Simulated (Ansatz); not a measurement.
# TiTe2: LAPW beside PAW, part 2 of 2

The same cell of TiTe2 is computed with full-potential LAPW, PAW with frozen cores and datasets made for this crystal, to set the results side by side.

Ansatz 0.2.0; DFT PBEsol; a database cell (COD). «Crystal datasets» are all-electron PAW datasets made for this crystal. Earlier steps stand in the parts before.

### 3 PAW with frozen cores

input.yaml

```yaml
crystal:
  lattice:
    - [3.7770008876, 0.0, 0.0]
    - [-1.8885004438, 3.2709787188, 0.0]
    - [0.0, 0.0, 6.498]
  atoms:
    - { symbol: Ti, position: [0.0, 0.0, 0.0] }
    - { symbol: Te, position: [0.6666666667, 0.3333333333, 0.2628] }
    - { symbol: Te, position: [0.3333333333, 0.6666666667, 0.7372] }
kpoints:
  mp_grid: { grid: [13, 13, 7] }
  band_path:
    path:
      - [0.0, 0.0, 0.0]
      - [0.5, 0.0, 0.0]
      - [0.3333333333, 0.3333333333, 0.0]
      - [0.0, 0.0, 0.0]
      - [0.0, 0.0, 0.5]
      - [0.5, 0.0, 0.5]
      - [0.3333333333, 0.3333333333, 0.5]
      - [0.0, 0.0, 0.5]
      - [0.5, 0.0, 0.5]
    npoints: 14
scf:
  occupations: { method: fermi_dirac, width: 0.03 }
hamiltonian:
  xc: pbesol
  pseudopotentials: { kind: paw }
output:
  forces: true
  stress: true
  eigenvalues: true
  efg: { contact_densities: true }
  populations: true
  bader: true
  dos: { projected: true, de: 0.2, e_range: [-14, 8] }
  write_density: true
  write_potential: true
  elf: true
  volumetric_format: npy
```

Launch:

```
$ ansatz run input.yaml --threads 1 --pin off --max-ram 4096MiB --backend cpu --events-out ev --progress --plain --runs-dir out
```

Log:

```text
Te: output.efg is read without spin–orbit coupling, which moves field gradients at and beside such atoms by some per cent and up to a factor of two; PAW files take it under magnetization.noncollinear and magnetization.spin_orbit
Engine: ansatz 0.2.0
Pseudopotentials: kind: paw
Pseudopotential: Ti, paw, valence charge 12, recommended cutoff 420 eV (normal)
Pseudopotential: Te, paw, valence charge 16, recommended cutoff 420 eV (normal)
Functional definition: PBEsol
  exchange = pbesol_x
  correlation = pbesol_c
Crystal: 3 atoms, lattice volume = 80.279 Å³
Basis set: ecut = 420 eV, 1581 PW (Γ), exchange–correlation on 54×54×90 points (8 copies of the dense FFT grid, shifted against one another)
Bands: 27, of which v1, the nominal top of the filled ones, is band 22 counted from 1 (21 counted from 0)
Symmetry: 12 space group operations
Space group: P-3m1 (ITA 164), of the structure as read, at distance tolerance 4.3e-5 Å
k-points: 126 of 1183
Non-local potential: Ti, projectors of the file, l = 0: 3, l = 1: 2, l = 2: 3, l = 3: 1
Non-local potential: Te, projectors of the file, l = 0: 2, l = 1: 2, l = 2: 2, l = 3: 2
PAW form: soft (Blöchl's): semilocal exchange-correlation on the pseudo side does not see the compensation charge
PAW frozen core: Ti, regenerated for the run's functional, and the local potential with it (the file was generated under x = pbe(κ = 0.804, μ = 0.2195149727645171), c = pbe(β = 0.06672455060314922))
PAW frozen core: Te, regenerated for the run's functional, and the local potential with it (the file was generated under x = pbe(κ = 0.804, μ = 0.2195149727645171), c = pbe(β = 0.06672455060314922))
PAW one-centre angular grid: Ti, 590 points (default); XC on 64 Gauss nodes
PAW one-centre angular grid: Te, 590 points (default); XC on 64 Gauss nodes
Initial density: superposition of atomic densities (neutral atoms: chi_scale 0, normalization atom), corrected by the library's trained network
Initial wavefunctions: pseudopotential atomic-orbital guess
Functional: x = pbesol(κ = 0.804, μ = 0.12345679012345678), c = pbesol(β = 0.046)
SCF iter   1: F=—  HF=-16279.062616 eV  |F-HF|=—  |Δ(HF+E_count)|=         —  Δρ=7.10e-3  dr2=6.38e-2  ethr=1.77e-3  ⟨swp⟩=6.1  Hψ=15443  notcnv=0
preconditioner: auto → LDOS  [metal: Δε(μ)=0.008 eV  Ē_g=6.356 eV  σ=0.030 eV  W_gap=0.06  n_scr=22 (ndim 8)  ℏωp=16.6 eV  f_vac=0.014  D(μ)=1.24/eV (n_scr^D=2)  β→1.0]
SCF iter   2: F=—  HF=-16279.065065 eV  |F-HF|=—  |Δ(HF+E_count)|=   2.45e-3  Δρ=8.62e-3  dr2=1.15e-1  ethr=1.45e-4  ⟨swp⟩=3.0  Hψ=6926  notcnv=0  defer=9
SCF iter   3: F=—  HF=-16279.054016 eV  |F-HF|=—  |Δ(HF+E_count)|=   1.10e-2  Δρ=8.72e-4  dr2=1.78e-3  ethr=1.45e-4  ⟨swp⟩=2.6  Hψ=4393  notcnv=0  defer=9
SCF iter   4: F=—  HF=-16279.053878 eV  |F-HF|=—  |Δ(HF+E_count)|=   1.39e-4  Δρ=2.22e-4  dr2=4.78e-5  ethr=4.04e-6  ⟨swp⟩=2.0  Hψ=4061  notcnv=0  defer=9
SCF iter   5: F=—  HF=-16279.053841 eV  |F-HF|=—  |Δ(HF+E_count)|=   3.69e-5  Δρ=5.57e-5  dr2=5.02e-6  ethr=1.09e-7  ⟨swp⟩=2.0  Hψ=6040  notcnv=0  defer=9
SCF iter   6: F=-16279.053840 eV  HF=-16279.053840 eV  |F-HF|=5.23e-8  |Δ(HF+E_count)|=   8.39e-7  Δρ=1.38e-5  dr2=7.14e-8  ethr=2.27e-10  ⟨swp⟩=9.5  Hψ=25519  notcnv=0
SCF 1 converged in 6 iterations: F = -16279.053840 eV  dr2 = 7.14e-8
NSCF: frozen V_eff on 113 k-points
SCF converged after 6 iterations
Free energy (F): -16279.053840 eV
Harris-Foulkes:  -16279.053840 eV  (|F-HF|=5.23e-8)
Internal energy: -16279.049993 eV  (E = F + TS)
E sigma→0 (E₀):  -16279.051916 eV
Entropy (-TS):   -0.003847 eV (-1.282 meV/atom)
Fermi energy:    10.145835 eV
--- Per-component energies (eV) ---
  E_band       = -672.109170
  E_kinetic    = 633.366199
  E_local      = -3439.000455  (includes V_loc(G=0)·N_el)
  E_nonlocal   = -605.909281
  E_hartree    = 2000.663323
  E_xc         = -343.891863
  E_vxc        = -330.474506  (∫ρ·V_xc dr)
  E_paw        = -10192.225641  (= ΣΔE_a)
  E_vpaw       = -931.400367  (= ΣTr[D̂ρ^β])
  E_aug_tail   = -0.000232  (compensation charges beyond the density's cutoff)
  E_ewald      = -4332.941058
  E_core_change = 0.889015  (= ΣΔE_core)
  E_smearing   = -0.003847  (= −TS)
  E_closure    = 0.000000  (closes the sum)
  Σ components = -16279.053840   (vs F -16279.053840, Δ=0.00e0)
--- Forces (eV/Å), atoms counted from 1 ---
  atom   1  Ti    -0.00000000     0.00000000     0.00000000
  atom   2  Te     0.00000000    -0.00000000    -0.10897933
  atom   3  Te     0.00000000     0.00000000     0.10897933
  max |Σ_I F_I| component: 5.26e-31 eV/Å
--- Stress (GPa, compression-positive) ---
       -2.611561       0.000000      -0.000000
        0.000000      -2.611561      -0.000000
       -0.000000      -0.000000      -1.566687
  P = ⅓ Tr σ = -2.2633 GPa (-22.633 kbar)
--- PAW observables at the nuclei: V_zz in 10²¹ V/m², potentials from the cell's mean, atoms counted from 1 ---
  atom   1  Ti V_zz =    -2.924568   η = 0.0000   by run symmetry: allowed
            electrostatic potential = -2528.268789 V   contact ρ = 56636.388467 e/Å³
  atom   2  Te V_zz =    -6.369296   η = 0.0000   by run symmetry: allowed
            electrostatic potential = -8649.025602 V   contact ρ = 1466658.612340 e/Å³
  atom   3  Te V_zz =    -6.369296   η = 0.0000   by run symmetry: allowed
            electrostatic potential = -8649.025602 V   contact ρ = 1466658.612340 e/Å³
--- Band table (eV; the first three rows and the last of 126) ---
  k-point 0: bands = ["-47.0995", "-26.3150", "-26.3150", "-26.3110", "-26.3110", "-26.2911", "-26.2911", "-26.2893", "-26.2893", "-26.2814", "-26.2794", "-23.4525", "-23.4525", "-23.4207", "-2.2971", "-0.7890", "4.8856", "8.4596", "8.4596", "10.4570", "10.5198", "10.5198", "10.7168", "11.2089", "11.2089", "13.2043", "13.2043"]
  k-point 1: bands = ["-47.0995", "-26.3155", "-26.3155", "-26.3106", "-26.3106", "-26.2910", "-26.2910", "-26.2894", "-26.2894", "-26.2813", "-26.2795", "-23.4525", "-23.4525", "-23.4207", "-2.2435", "-0.8947", "5.1053", "8.4726", "8.4726", "9.8422", "10.5174", "10.5174", "10.9597", "11.1432", "11.1432", "13.2899", "13.2899"]
  k-point 2: bands = ["-47.0995", "-26.3163", "-26.3163", "-26.3100", "-26.3100", "-26.2906", "-26.2906", "-26.2895", "-26.2895", "-26.2810", "-26.2798", "-23.4525", "-23.4525", "-23.4207", "-2.0881", "-1.1597", "5.7061", "8.5027", "8.5027", "8.8354", "10.5125", "10.5125", "11.0070", "11.0070", "11.0873", "13.4741", "13.4741"]
  k-point 125: bands = ["-47.0965", "-26.3157", "-26.3088", "-26.3082", "-26.3053", "-26.2933", "-26.2927", "-26.2914", "-26.2891", "-26.2747", "-26.2746", "-23.4885", "-23.4808", "-23.3993", "-0.2890", "-0.2353", "5.9385", "6.0229", "6.5832", "7.0583", "8.3552", "8.4688", "11.0045", "11.0797", "11.2638", "12.8647", "13.2606"]
--- Löwdin populations: 3 sites ---
  site symbol       q [e]
     0     Ti     11.4917
     1     Te     16.1582
     2     Te     16.1582
  spilling = 0.004359 (of n_electrons = 44.000000)
--- Bader charges: 3 sites ---
  site symbol  charge [e]  shift [e]
     0     Ti      1.3268     0.0029
     1     Te     -0.6634     0.0015
     2     Te     -0.6634     0.0015
  estimated error of the sums over rays = 5.7e-4 e
```

It took 92 s on 1 thread of AMD EPYC 7R43 (Zen 3), shared host; peak memory 0.61 GiB.

Result: pressure -2.26 GPa; no gap; largest force 0.109 eV/Å; Vzz Ti1 -2.92 (η = 0.00), Te2 -6.37 (η = 0.00) (10²¹ V/m²).

| atom | Bader charge (e) | basin volume (Å³) |
| --- | --- | --- |
| Ti1 | +1.33 | 11.63 |
| Te2 | -0.66 | 34.32 |

Density in a lattice plane of the grid's cell (edges 3.78 and 6.50 Å, at 0.000 of the third edge), which holds Ti.

Ten even steps from '0' (0.02 e/Å³) to '9' (10.16 e/Å³):
```
76300000000036
22000000000002
00000000000000
00000000000000
00000000000000
00000000000000
00000000000000
00000000000000
00000000000000
00000000000000
00000000000000
00000000000000
00000000000000
00000000000000
00000000000000
00000000000000
00000000000000
22000000000002
76300000000036
98400000000048
```
Columns run along the first of these edges and rows up along the second, over one cell in 14 and 20 even steps from the bottom left corner. Atoms in the plane (fractional): Ti at (0.00, 0.00).

ELF in the same plane.

Values, 12 rows by 6 columns:
```
0.56 0.40 0.29 0.51 0.29 0.40
0.07 0.20 0.63 0.61 0.63 0.20
0.14 0.39 0.63 0.54 0.62 0.39
0.09 0.27 0.61 0.60 0.61 0.27
0.03 0.09 0.37 0.50 0.37 0.09
0.01 0.03 0.10 0.14 0.10 0.03
0.03 0.09 0.37 0.50 0.37 0.09
0.09 0.27 0.61 0.60 0.61 0.27
0.14 0.39 0.62 0.54 0.63 0.39
0.07 0.20 0.63 0.61 0.63 0.20
0.56 0.40 0.29 0.51 0.29 0.40
0.00 0.60 0.10 0.29 0.10 0.60
```
Columns run along the first of these edges and rows up along the second, over one cell in 6 and 12 even steps from the bottom left corner. Atoms in the plane (fractional): Ti at (0.00, 0.00).

Both are smooth fields of the valence electrons: close to the nuclei they are not physical.

Outside the cores ELF peaks at 0.73 beside Te, off the lines to its neighbours, 1.3 Å from Te; 0.69 on the Te–Ti line, 1.3 Å from Te.

### 4 Datasets made for this crystal

input.yaml: that of step 3 with these lines changed.

```diff
@@ -22,3 +22,3 @@
       - [0.5, 0.0, 0.5]
-    npoints: 14
+    npoints: 8
 scf:
@@ -27,3 +27,3 @@
   xc: pbesol
-  pseudopotentials: { kind: paw }
+  pseudopotentials: { kind: all_electron, datasets: crystal }
 output:
@@ -33,8 +33 @@
   efg: { contact_densities: true }
-  populations: true
-  bader: true
-  dos: { projected: true, de: 0.2, e_range: [-14, 8] }
-  write_density: true
-  write_potential: true
-  elf: true
-  volumetric_format: npy
```

Launch:

```
$ ansatz run input.yaml --threads 1 --pin off --max-ram 4096MiB --backend cpu --events-out ev --progress --plain --runs-dir out
```

Log (excerpt; [...] marks lines left out):

```text
[...]
Te: output.efg is read without spin–orbit coupling, which moves field gradients at and beside such atoms by some per cent and up to a factor of two; PAW files take it under magnetization.noncollinear and magnetization.spin_orbit
[...]
[... 1 set-up line as earlier in the session ...]
Pseudopotential: Ti, paw, valence charge 12, recommended cutoff 240 eV (normal), Koelling and Harmon's equation, gaussian nucleus
Pseudopotential: Te, paw, valence charge 16, recommended cutoff 240 eV (normal), Koelling and Harmon's equation, gaussian nucleus
[... 1 set-up line as earlier in the session ...]
[...]
Crystal: 3 atoms, lattice volume = 80.279 Å³
Basis set: ecut = 240 eV, 701 PW (Γ), exchange–correlation on 40×40×72 points (8 copies of the dense FFT grid, shifted against one another)
Bands: 27, of which v1, the nominal top of the filled ones, is band 22 counted from 1 (21 counted from 0)
[...]
  atom   2  Te     0.00000000    -0.00000000    -0.10961732
  atom   3  Te    -0.00000000     0.00000000     0.10961732
[...]
--- Stress (GPa, compression-positive) ---
       -2.611472       0.000000       0.000000
        0.000000      -2.611472      -0.000000
       -0.000000      -0.000000      -1.566444
  P = ⅓ Tr σ = -2.2631 GPa (-22.631 kbar)
--- PAW observables at the nuclei: V_zz in 10²¹ V/m², potentials from the cell's mean, atoms counted from 1 ---
  atom   1  Ti V_zz =    -2.919312   η = 0.0000   by run symmetry: allowed
            electrostatic potential = -2526.846060 V   contact ρ = 56683.324636 e/Å³
  atom   2  Te V_zz =    -6.460600   η = 0.0000   by run symmetry: allowed
            electrostatic potential = -8647.041609 V   contact ρ = 1466484.477153 e/Å³
  atom   3  Te V_zz =    -6.460600   η = 0.0000   by run symmetry: allowed
            electrostatic potential = -8647.041609 V   contact ρ = 1466484.477153 e/Å³
--- Band table (eV; the first three rows and the last of 126) ---
[... band rows left out ...]
[...]
```

Run time: 85 s. Hardware: 1 thread of AMD EPYC 7R43 (Zen 3), shared host; peak memory 0.91 GiB.

In short: pressure -2.26 GPa; no gap; largest force 0.110 eV/Å; Vzz Ti1 -2.92 (η = 0.00), Te2 -6.46 (η = 0.00) (10²¹ V/m²).

| atom | contact density (e/Å³) |
| --- | --- |
| Ti1 | 56683.32 |
| Te2 | 1466484 |

### 5 Side by side

| method | pressure (GPa) | largest force (eV/Å) | Vzz Ti1 (10²¹ V/m²) | Vzz Te2 (10²¹ V/m²) | SCF cycles, by the record's count |
| --- | --- | --- | --- | --- | --- |
| LAPW | -2.26 | 0.110 | – | – | 8 |
| PAW | -2.26 | 0.109 | -2.92 | -6.37 | 6 |
| crystal datasets | -2.26 | 0.110 | -2.92 | -6.46 | 13 |

### 6 Results

What follows sums up all 2 parts.

```
           quantity                                               value
           pressure   LAPW -2.26, PAW -2.26, crystal datasets -2.26 GPa
         gap (LAPW)                                                none
      largest force  LAPW 0.110, PAW 0.109, crystal datasets 0.110 eV/Å
Bader charges (PAW)                              Ti1 +1.33, Te2 -0.66 e
  highest ELF (PAW)                                0.73, 1.25 Å from Te
```

**Reading.** At this geometry the cell is under tension of 2.3 GPa, so it would shrink if let go. Bands cross the Fermi level: the crystal is a metal at this level. Within 0.3 eV of the Fermi level the largest projected share is Ti 3d (72 %). The projection holds only the free atom's occupied shells (Ti 4s, Ti 3d, Te 5s, Te 5p in this range). The field gradient at Te2, the largest by crystal datasets, is -6.37 by PAW and -6.46 by crystal datasets (10²¹ V/m²), within 5 %. No spin–orbit coupling: at heavy atoms the gradients can be off by tens of per cent for that reason. In pressure, PAW differs from LAPW by less than 0.01 GPa. The forces differ by at most 1 meV/Å in a component, on a largest force of 0.110 eV/Å. LAPW took about 1.7 times as long as PAW (2.7 min against 92 s, on a shared host and with the outputs that each input asks for). Spin-orbit coupling is left out, though the cell holds Te; in elements this heavy it can shift bands and gaps by tenths of an eV.
